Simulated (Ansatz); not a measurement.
**An added Se started as a split pair with a Se atom in rocksalt PbSe, 65 atoms, charge 0**

All numbers come from Ansatz (PAW, plane waves, no spin–orbit coupling) at the single k point (¼, ¼, ¼) without its symmetry partners. The atoms were relaxed with PBEsol in a fixed cell; other functionals are single points on those atoms unless said otherwise. The valence top and gap of the host come from the perfect supercell at Γ, which can miss a band edge that doesn't fold there, PBEsol gap 0.11 eV, HSE06 gap 0.71 eV.

Relaxed structure:

```yaml
crystal:
  lattice:
    - [12.20000, 0.00000, 0.00000]
    - [0.00000, 12.20000, 0.00000]
    - [0.00000, 0.00000, 12.20000]
  atoms:
    - { symbol: Se, position: [0.24833, 0.00076, 0.00046] }
    - { symbol: Se, position: [0.25475, 0.00726, 0.50046] }
    - { symbol: Se, position: [0.25009, 0.50039, 0.99290] }
    - { symbol: Se, position: [0.22606, 0.47636, 0.48980] }
    - { symbol: Se, position: [0.74856, 0.99886, 0.00152] }
    - { symbol: Se, position: [0.75217, 0.00249, 0.50136] }
    - { symbol: Se, position: [0.75048, 0.49863, 0.00047] }
    - { symbol: Se, position: [0.75693, 0.50507, 0.50043] }
    - { symbol: Se, position: [0.99896, 0.24923, 0.99981] }
    - { symbol: Se, position: [0.99498, 0.24531, 0.49988] }
    - { symbol: Se, position: [0.99688, 0.74940, 0.00183] }
    - { symbol: Se, position: [0.98660, 0.74313, 0.50321] }
    - { symbol: Se, position: [0.49911, 0.24717, 0.00181] }
    - { symbol: Se, position: [0.49281, 0.23694, 0.50320] }
    - { symbol: Se, position: [0.49762, 0.74794, 0.00245] }
    - { symbol: Se, position: [0.51406, 0.76440, 0.50319] }
    - { symbol: Se, position: [0.99872, 0.99790, 0.25142] }
    - { symbol: Se, position: [0.99856, 0.00038, 0.75070] }
    - { symbol: Se, position: [0.99952, 0.49793, 0.24753] }
    - { symbol: Se, position: [0.00346, 0.50028, 0.74892] }
    - { symbol: Se, position: [0.49879, 0.99652, 0.25191] }
    - { symbol: Se, position: [0.49901, 0.99613, 0.75350] }
    - { symbol: Se, position: [0.50081, 0.49591, 0.24941] }
    - { symbol: Se, position: [0.50677, 0.49339, 0.75198] }
    - { symbol: Se, position: [0.24762, 0.24987, 0.24755] }
    - { symbol: Se, position: [0.24997, 0.25375, 0.74895] }
    - { symbol: Se, position: [0.24557, 0.75112, 0.24940] }
    - { symbol: Se, position: [0.24307, 0.75710, 0.75199] }
    - { symbol: Se, position: [0.74759, 0.24909, 0.25142] }
    - { symbol: Se, position: [0.75007, 0.24889, 0.75067] }
    - { symbol: Se, position: [0.74617, 0.74912, 0.25189] }
    - { symbol: Se, position: [0.74581, 0.74934, 0.75349] }
    - { symbol: Se, position: [0.36759, 0.61793, 0.52176] }
    - { symbol: Pb, position: [0.99757, 0.99877, 0.99999] }
    - { symbol: Pb, position: [0.99457, 0.00174, 0.50078] }
    - { symbol: Pb, position: [0.00082, 0.49881, 0.99795] }
    - { symbol: Pb, position: [0.99250, 0.49512, 0.49998] }
    - { symbol: Pb, position: [0.49717, 0.99479, 0.00065] }
    - { symbol: Pb, position: [0.50212, 0.99962, 0.50231] }
    - { symbol: Pb, position: [0.50014, 0.49536, 0.99601] }
    - { symbol: Pb, position: [0.52920, 0.46556, 0.48894] }
    - { symbol: Pb, position: [0.24843, 0.25117, 0.99795] }
    - { symbol: Pb, position: [0.24479, 0.24281, 0.49998] }
    - { symbol: Pb, position: [0.24500, 0.75050, 0.99602] }
    - { symbol: Pb, position: [0.21522, 0.77953, 0.48891] }
    - { symbol: Pb, position: [0.74840, 0.24792, 0.00000] }
    - { symbol: Pb, position: [0.75144, 0.24490, 0.50080] }
    - { symbol: Pb, position: [0.74446, 0.74751, 0.00065] }
    - { symbol: Pb, position: [0.74931, 0.75243, 0.50233] }
    - { symbol: Pb, position: [0.24796, 0.00050, 0.24647] }
    - { symbol: Pb, position: [0.24871, 0.00179, 0.75212] }
    - { symbol: Pb, position: [0.24875, 0.49905, 0.24819] }
    - { symbol: Pb, position: [0.25407, 0.50442, 0.74388] }
    - { symbol: Pb, position: [0.74681, 0.99710, 0.24859] }
    - { symbol: Pb, position: [0.74749, 0.99779, 0.75197] }
    - { symbol: Pb, position: [0.75017, 0.49824, 0.24649] }
    - { symbol: Pb, position: [0.75146, 0.49904, 0.75211] }
    - { symbol: Pb, position: [0.99738, 0.24770, 0.24840] }
    - { symbol: Pb, position: [0.00032, 0.25065, 0.75130] }
    - { symbol: Pb, position: [0.99345, 0.74664, 0.24736] }
    - { symbol: Pb, position: [0.99590, 0.74925, 0.75272] }
    - { symbol: Pb, position: [0.49634, 0.24375, 0.24735] }
    - { symbol: Pb, position: [0.49891, 0.24624, 0.75272] }
    - { symbol: Pb, position: [0.49395, 0.74425, 0.25203] }
    - { symbol: Pb, position: [0.49437, 0.74469, 0.74731] }
```

Chemical potentials μ are those of reference phases of the elements at zero temperature by the same functional (the usual solids, diamond for C, grey Sn, and the molecules H2, N2, O2, F2, Cl2, Br2 and S8).

| functional | E(defect) − E(host) − Σ nμ + q·E_VBM (eV) | monopole (eV) | alignment (eV) | formation energy at E_F = VBM (eV) | moment (μB) | wall time, shared host |
| --- | --- | --- | --- | --- | --- | --- |
| PBEsol | 2.15 | 0.00 | 0.00 | 2.15 | 0 (no spin) | 13 s on NVIDIA GB200 (relaxation) |

(1) Estimate the formation energy and moment that HSE06 gives on these atoms.

HSE06 one-electron levels near the gap (the ten most localised at most), from the host's valence top:

```tsv
level (eV)	spin	filling	atoms sharing it	element of the atom with most weight
-0.04	both	2.00	14.7	Se
```

All elements are taken at their own reference at once; growth conditions in equilibrium with the host shift these energies, by up to the host's formation enthalpy.

One k point and a cell of this size can leave errors of several tenths of an eV in such numbers.

Results:

(1) 2.63 eV at E_F = VBM, moment 0 (no spin).
